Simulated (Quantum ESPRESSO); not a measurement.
# FeO (P1) in Quantum ESPRESSO: convergence with k mesh

Aim: find how far k mesh must go before the results for FeO settle, at PBE. This setting moves, with any that are tied to it; all else stays.

Program: Quantum ESPRESSO 7.5. These are calculated values, not measurements. Logs are shortened: lines on timing, memory, paths and dates and some standing lists are left out, and cuts for length are marked.

## 1. The cell of the first run

The typed cell holds 2 atoms: a = 3.066 Å, b = 3.066 Å, c = 3.066 Å, α = 59.34°, β = 59.34°, γ = 59.34°.

The cell isn't the ideal one: atoms moved at random, drawn with an rms of 0.15 Å.

## 2. With k mesh 1 × 1 × 1

pw.in

```
&CONTROL
  calculation = 'scf'
  prefix = 'pwscf'
  outdir = './tmp'
  pseudo_dir = './pseudo'
  tprnfor = .true.
  tstress = .true.
  disk_io = 'nowf'
/
&SYSTEM
  ibrav = 0
  nat = 2
  ntyp = 2
  ecutwfc = 64
  ecutrho = 782
  nbnd = 21
  occupations = 'smearing'
  smearing = 'mv'
  degauss = 0.00734986
  nspin = 2
  starting_magnetization(1) = 0.1875
  starting_magnetization(2) = 0
/
&ELECTRONS
  conv_thr = 4d-10
  electron_maxstep = 120
  mixing_beta = 0.3
/
ATOMIC_SPECIES
Fe    55.8450 Fe.pbe-spn-kjpaw_psl.0.2.1.UPF
O     15.9990 O.pbe-n-kjpaw_psl.0.1.UPF
CELL_PARAMETERS angstrom
   1.5176821100    0.8762341800    2.5157945800
  -1.5176821100    0.8762341800    2.5157945800
   0.0000000000   -1.7524683500    2.5157945800
ATOMIC_POSITIONS crystal
Fe     0.0196980000   -0.0551730000    0.0541750000
O      0.5038630000    0.5161550000    0.5155640000
K_POINTS automatic
1 1 1 0 0 0
```

Potentials or basis: SSSP 1.3 efficiency PBE.

Run with:

```sh
> OMP_NUM_THREADS=1 pw.x -in pw.in > pw.out
```

pw.out:

```text
This program is part of the open-source Quantum ESPRESSO suite
     for quantum simulation of materials; please cite
         "P. Giannozzi et al., J. Phys.:Condens. Matter 21 395502 (2009);
         "P. Giannozzi et al., J. Phys.:Condens. Matter 29 465901 (2017);
         "P. Giannozzi et al., J. Chem. Phys. 152 154105 (2020);
     in publications or presentations arising from this work. More details at

     file Fe.pbe-spn-kjpaw_psl.0.2.1.UPF: wavefunction(s)  3D renormalized
     file O.pbe-n-kjpaw_psl.0.1.UPF: wavefunction(s)  2P renormalized

     G-vector sticks info
     --------------------
     sticks:   dense  smooth     PW     G-vecs:    dense   smooth      PW
     Sum        1797     587    151                50119     9373    1183

     Using Slab Decomposition

     bravais-lattice index     =            0
     lattice parameter (alat)  =       5.7939  a.u.
     unit-cell volume          =     135.4640 (a.u.)^3
     number of atoms/cell      =            2
     number of atomic types    =            2
     number of electrons       =        22.00
     number of Kohn-Sham states=           21
     kinetic-energy cutoff     =      64.0000  Ry
     charge density cutoff     =     782.0000  Ry
     scf convergence threshold =      4.0E-10
     mixing beta               =       0.3000
     number of iterations used =            8  plain     mixing
     Exchange-correlation= SLA  PW   PBX  PBC
                           (   1   4   3   4   0   0   0)

     celldm(1)=   5.793904  celldm(2)=   0.000000  celldm(3)=   0.000000
     celldm(4)=   0.000000  celldm(5)=   0.000000  celldm(6)=   0.000000

     crystal axes: (cart. coord. in units of alat)
               a(1) = (   0.495004   0.285790   0.820546 )
               a(2) = (  -0.495004   0.285790   0.820546 )
               a(3) = (   0.000000  -0.571581   0.820546 )

     reciprocal axes: (cart. coord. in units 2 pi/alat)
               b(1) = (  1.010094  0.583178  0.406234 )
               b(2) = ( -1.010094  0.583178  0.406234 )
[... 68 lines left out ...]

     negative rho (up, down):  0.000E+00 9.547E-06
[... 55 lines left out ...]
     iteration #  6     ecut=    64.00 Ry     beta= 0.30
     Davidson diagonalization with overlap
     ethr =  7.80E-05,  avg # of iterations =  1.5
     Minimization algorithm failed to find Fermi energy: reverting to bisection
     Possible cause: smearing is larger than the electronic band-gap.

     negative rho (up, down):  0.000E+00 8.825E-05

     total energy              =    -370.38534165 Ry
     estimated scf accuracy    <       0.03093307 Ry
[... 186 lines left out ...]
     iteration # 20     ecut=    64.00 Ry     beta= 0.30
     Davidson diagonalization with overlap
     ethr =  4.77E-12,  avg # of iterations =  2.0

     negative rho (up, down):  0.000E+00 8.761E-05

     Magnetic moment per site  (integrated on atomic sphere of radius R)
     atom   1 (R=0.275)  charge= 13.3893  magn=  2.8771
     atom   2 (R=0.275)  charge=  5.7889  magn=  0.5786

     End of self-consistent calculation

 ------ SPIN UP ------------

          k = 0.0000 0.0000 0.0000 (  1183 PWs)   bands (ev):

   -74.7945 -41.7244 -40.4945 -40.2919  -5.2148  10.3975  10.4380  10.6181
    10.9551  11.9139  12.1743  12.5240  12.6314  15.0796  30.4679  31.2735
    31.5455  31.7836  34.9990  35.3513  35.5239

 ------ SPIN DOWN ----------

          k = 0.0000 0.0000 0.0000 (  1183 PWs)   bands (ev):

   -71.2541 -37.6929 -37.2506 -37.1668  -4.2350  12.2514  12.4108  12.5021
    13.5520  14.0710  14.4250  15.1170  15.6059  16.2956  30.7158  32.3836
    32.9873  33.0098  36.7145  37.0167  37.2387

     the Fermi energy is    13.8763 ev

     WARNING: integrated charge=    22.00090992, expected=    22.00000000

!    total energy              =    -370.38955014 Ry
     total all-electron energy =     -2695.532978 Ry
     estimated scf accuracy    <          2.5E-10 Ry
     smearing contrib. (-TS)   =       0.00000514 Ry
     internal energy E=F+TS    =    -370.38955528 Ry

     The total energy is F=E-TS. E is the sum of the following terms:
     one-electron contribution =    -133.81565162 Ry
     hartree contribution      =      81.15878375 Ry
     xc contribution           =     -42.63640692 Ry
     ewald contribution        =    -189.54223671 Ry
     one-center paw contrib.   =     -85.55404379 Ry

     total magnetization       =     4.00 Bohr mag/cell
     absolute magnetization    =     4.03 Bohr mag/cell

     convergence has been achieved in  20 iterations

     negative rho (up, down):  0.000E+00 8.761E-05

     Forces acting on atoms (cartesian axes, Ry/au):

     atom    1 type  1   force =     0.20572389   -0.24163544   -0.04194157
     atom    2 type  2   force =    -0.20572389    0.24163544    0.04194157

     Total force =     0.452701     Total SCF correction =     0.000042

     Computing stress (Cartesian axis) and pressure

     negative rho (up, down):  0.000E+00 8.761E-05
          total   stress  (Ry/bohr**3)                   (kbar)     P=      172.69
   0.00104898  -0.00032745   0.00040367          154.31      -48.17       59.38
  -0.00032745   0.00079865   0.00038997          -48.17      117.49       57.37
   0.00040367   0.00038997   0.00167411           59.38       57.37      246.27

=------------------------------------------------------------------------------=
   JOB DONE.
=------------------------------------------------------------------------------=
```

It took 22 s on 1 thread of Arm Neoverse V2, shared host; peak memory 0.24 GiB.

What came out:

```
Free energy                                           : -5039.4066 eV
Pressure                                              : 17.3 GPa
Largest force                                         : 8.230 eV/Å
Band gap on the k mesh                                : 0.52 eV, direct
Net moment                                            : 4.00 μB per cell
Absolute moment                                       : 4.03 μB per cell
Site moments                                          : Fe +2.88; O +0.58 μB
Valence electrons inside the program's atomic spheres : Fe 13.39; O 5.79
```

## 3. With k mesh 2 × 2 × 2

Changes to pw.in since step 2:

```diff
@@ -39,2 +39,2 @@
 K_POINTS automatic
-1 1 1 0 0 0
+2 2 2 0 0 0
```

Potentials or basis: SSSP 1.3 efficiency PBE.

Run with:

```sh
> OMP_NUM_THREADS=1 pw.x -in pw.in > pw.out
```

Wall time 32 s (1 thread of Arm Neoverse V2, shared host); peak memory 0.24 GiB.

Results:

```
Free energy                                           : -5045.8653 eV
Pressure                                              : 8.5 GPa
Largest force                                         : 0.625 eV/Å
Band gap on the k mesh                                : none (metal or under the smearing width)
Net moment                                            : 4.27 μB per cell
Absolute moment                                       : 4.27 μB per cell
Site moments                                          : Fe +3.49; O +0.41 μB
Valence electrons inside the program's atomic spheres : Fe 13.27; O 5.63
```

## 4. With k mesh 3 × 3 × 3

Changes to pw.in since step 3:

```diff
@@ -39,2 +39,2 @@
 K_POINTS automatic
-2 2 2 0 0 0
+3 3 3 0 0 0
```

Run with:

```sh
> OMP_NUM_THREADS=1 pw.x -in pw.in > pw.out
```

Wall time 37 s (1 thread of Arm Neoverse V2, shared host); peak memory 0.24 GiB.

What came out:

```yaml
Free_energy: -5046.3394 eV
Pressure: 2.5 GPa
Largest_force: 0.530 eV/Å
Band_gap_on_the_k_mesh: none (metal or under the smearing width)
Net_moment: 4.02 μB per cell
Absolute_moment: 4.03 μB per cell
Site_moments: Fe +3.38; O +0.33 μB
Valence_electrons_inside_the_program's_atomic_spheres: Fe 13.31; O 5.60
```

## 5. With k mesh 4 × 4 × 4

Changes to pw.in since step 4:

```diff
@@ -39,2 +39,2 @@
 K_POINTS automatic
-3 3 3 0 0 0
+4 4 4 0 0 0
```

Run with:

```sh
> OMP_NUM_THREADS=1 pw.x -in pw.in > pw.out
```

Wall time 53 s (1 thread of Arm Neoverse V2, shared host); peak memory 0.26 GiB.

What came out:

```yaml
Free_energy: -5046.4469 eV
Pressure: 1.4 GPa
Largest_force: 0.611 eV/Å
Band_gap_on_the_k_mesh: none (metal or under the smearing width)
Net_moment: 4.01 μB per cell
Absolute_moment: 4.02 μB per cell
Site_moments: Fe +3.37; O +0.33 μB
Valence_electrons_inside_the_program's_atomic_spheres: Fe 13.31; O 5.59
```

## 6. With k mesh 5 × 5 × 5

Changes to pw.in since step 5:

```diff
@@ -39,2 +39,2 @@
 K_POINTS automatic
-4 4 4 0 0 0
+5 5 5 0 0 0
```

Potentials or basis: SSSP 1.3 efficiency PBE.

Run with:

```sh
> OMP_NUM_THREADS=1 pw.x -in pw.in > pw.out
```

Wall time 66 s (1 thread of Arm Neoverse V2, shared host); peak memory 0.28 GiB.

The run converged. Its results:

```
Free energy                                           : -5046.4745 eV
Pressure                                              : 1.0 GPa
Largest force                                         : 0.599 eV/Å
Band gap on the k mesh                                : none (metal or under the smearing width)
Net moment                                            : 4.01 μB per cell
Absolute moment                                       : 4.02 μB per cell
Site moments                                          : Fe +3.38; O +0.33 μB
Valence electrons inside the program's atomic spheres : Fe 13.31; O 5.59
```

## 7. With k mesh 6 × 6 × 6

Changes to pw.in since step 6:

```diff
@@ -39,2 +39,2 @@
 K_POINTS automatic
-5 5 5 0 0 0
+6 6 6 0 0 0
```

Run with:

```sh
> OMP_NUM_THREADS=1 pw.x -in pw.in > pw.out
```

Run time: 1.9 min. Hardware: 1 thread of Arm Neoverse V2, shared host; peak memory 0.32 GiB.

Results (log left out):

```yaml
Free_energy: -5046.4588 eV
Pressure: 1.1 GPa
Largest_force: 0.556 eV/Å
Band_gap_on_the_k_mesh: none (metal or under the smearing width)
Net_moment: 4.01 μB per cell
Absolute_moment: 4.02 μB per cell
Site_moments: Fe +3.37; O +0.32 μB
Valence_electrons_inside_the_program's_atomic_spheres: Fe 13.31; O 5.59
```

## 8. With k mesh 7 × 7 × 7

Changes to pw.in since step 7:

```diff
@@ -39,2 +39,2 @@
 K_POINTS automatic
-6 6 6 0 0 0
+7 7 7 0 0 0
```

Run with:

```sh
> OMP_NUM_THREADS=1 pw.x -in pw.in > pw.out
```

Run time: 2.8 min. Hardware: 1 thread of Arm Neoverse V2, shared host; peak memory 0.36 GiB.

The run converged. Its results:

- Free energy: -5046.4710 eV
- Pressure: 0.8 GPa
- Largest force: 0.591 eV/Å
- Band gap on the k mesh: none (metal or under the smearing width)
- Net moment: 4.00 μB per cell
- Absolute moment: 4.01 μB per cell
- Site moments: Fe +3.37; O +0.32 μB
- Valence electrons inside the program's atomic spheres: Fe 13.31; O 5.59

## 9. With k mesh 8 × 8 × 8

Changes to pw.in since step 8:

```diff
@@ -39,2 +39,2 @@
 K_POINTS automatic
-7 7 7 0 0 0
+8 8 8 0 0 0
```

Potentials or basis: SSSP 1.3 efficiency PBE.

Run with:

```sh
> OMP_NUM_THREADS=1 pw.x -in pw.in > pw.out
```

Wall time 4 min (1 thread of Arm Neoverse V2, shared host); peak memory 0.43 GiB.

The run converged. Its results:

| Property | Result |
| --- | --- |
| Free energy | -5046.4646 eV |
| Pressure | 1.0 GPa |
| Largest force | 0.577 eV/Å |
| Band gap on the k mesh | none (metal or under the smearing width) |
| Net moment | 4.00 μB per cell |
| Absolute moment | 4.01 μB per cell |
| Site moments | Fe +3.37; O +0.32 μB |
| Valence electrons inside the program's atomic spheres | Fe 13.31; O 5.59 |

## 10. The series at a glance

```csv
k mesh,"energy less the tightest run, at zero smearing (meV/atom)",pressure (GPa),largest force (eV/Å),absolute moment (μB),gap on the mesh (eV),SCF cycles,CPU time (s),peak memory (GiB)
1 × 1 × 1,3529.02,17.27,8.230,4.03,0.519,20,22,0.24
2 × 2 × 2,299.66,8.47,0.625,4.27,0.000,21,32,0.24
3 × 3 × 3,62.59,2.49,0.530,4.03,0.000,19,37,0.24
4 × 4 × 4,8.82,1.35,0.611,4.02,0.000,16,53,0.26
5 × 5 × 5,-4.97,1.04,0.599,4.02,0.000,13,66,0.28
6 × 6 × 6,2.90,1.11,0.556,4.02,0.000,14,110,0.32
7 × 7 × 7,-3.22,0.82,0.591,4.01,0.000,14,170,0.36
8 × 8 × 8,0.00,0.99,0.577,4.01,0.000,14,240,0.43
```

Against the tightest run, the absolute moment stays within 0.02 μB from 4 × 4 × 4 on; the gap on the mesh stays within 0.01 eV from 2 × 2 × 2 on. Not settled before the last step: the energy (to 1 meV/atom), the pressure (to 0.1 GPa), the largest force (to 0.005 eV/Å). Meshes of other sizes hit other points, so gaps and Fermi surfaces needn't settle smoothly. The tightest run that finished is the yardstick and may itself not be fully converged.

Caveats: a cell with one magnetic atom can't hold antiferromagnetic order, which such compounds often take; semilocal functionals often make such compounds metallic where correlation or magnetic order opens a gap, which also shifts bond lengths.
